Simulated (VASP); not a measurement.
The system is BeS.

```xyz
2
Lattice="0.0000 2.3238 2.3238 2.3238 0.0000 2.3238 2.3238 2.3238 0.0000" Properties=species:S:1:pos:R:3 pbc="T T T"
S     3.4858    3.4858    3.4858
Be    0.0000    0.0000    0.0000
```

The cell isn't the ideal one: volume scaled by 0.88.

| Quantity | Value |
| --- | --- |
| Program | VASP 6.6.1 |
| Task | relaxation of cell and atoms |
| Functional | RPBE |
| Potentials or basis | VASP PAW PBE potentials, release 64 (S_h, Be) |
| Cutoff | 980 eV |
| k mesh | 9 × 9 × 9 |
| Occupations | tetrahedron |
| Spin | no spin polarisation |

At the start: pressure 20.4 GPa; volume 12.55 Å³/atom.

Q: How do energy, volume and symmetry change on relaxing?

A: Over 3 steps the energy falls by 128.6 meV/atom and the volume is 14.84 Å³/atom (+18.3 %); space group F-43m (No. 216, to 0.05 Å).

The path:
```csv
step,energy change (eV),largest force (eV/Å),pressure (GPa),volume (Å³)
1,0.0000,0.0000,20.40,25.10
2,-0.2344,0.0000,-4.26,31.36
3,-0.2572,0.0000,0.12,29.68
```

Final structure:
```xyz
2
Lattice="0.0000 2.4574 2.4574 2.4574 0.0000 2.4574 2.4574 2.4574 0.0000" Properties=species:S:1:pos:R:3 pbc="T T T"
S     3.6862    3.6862    3.6862
Be    0.0000    0.0000    0.0000
```

Caveat: the PAW data sets were made with another functional, which shifts forces and pressure a little.
